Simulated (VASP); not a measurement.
Zn:

```xyz
1
Lattice="0.0000 1.9648 1.9648 1.9648 0.0000 1.9648 1.9648 1.9648 0.0000" Properties=species:S:1:pos:R:3 pbc="T T T"
Zn    0.0000    0.0000    0.0000
```

This isn't the form of Zn at room conditions, which is hcp.

| Item | Value |
| --- | --- |
| Program | VASP 6.6.1 |
| Task | relaxation of cell and atoms |
| Functional | SCAN |
| Dispersion | D3(BJ) |
| Potentials or basis | VASP PAW PBE potentials, release 64 (Zn) |
| Cutoff | 600 eV |
| k mesh | 12 × 12 × 12 |
| Occupations | fermi-dirac, width 0.05 eV |
| Spin | no spin polarisation |

At the start: pressure -8.1 GPa; volume 15.17 Å³/atom.

Problem. Where does the relaxation end?

Solution. Over 4 steps the energy falls by 45.2 meV/atom and the volume is 13.81 Å³/atom (-9.0 %); space group Fm-3m (No. 225, to 0.05 Å).

The path:
```csv
step,energy change (eV),largest force (eV/Å),pressure (GPa),volume (Å³)
1,0.0000,0.0000,-8.09,15.17
2,-0.0444,0.0000,1.42,13.55
3,-0.0451,0.0000,0.81,13.69
4,-0.0452,0.0000,-0.03,13.81
```

Final structure:
```xyz
1
Lattice="0.0000 1.9043 1.9043 1.9043 0.0000 1.9043 1.9043 1.9043 0.0000" Properties=species:S:1:pos:R:3 pbc="T T T"
Zn    0.0000    0.0000    0.0000
```

Caveat: the PAW data sets were made with another functional, which shifts forces and pressure a little; pairwise dispersion overbinds metals, which lowers pressure and volume.
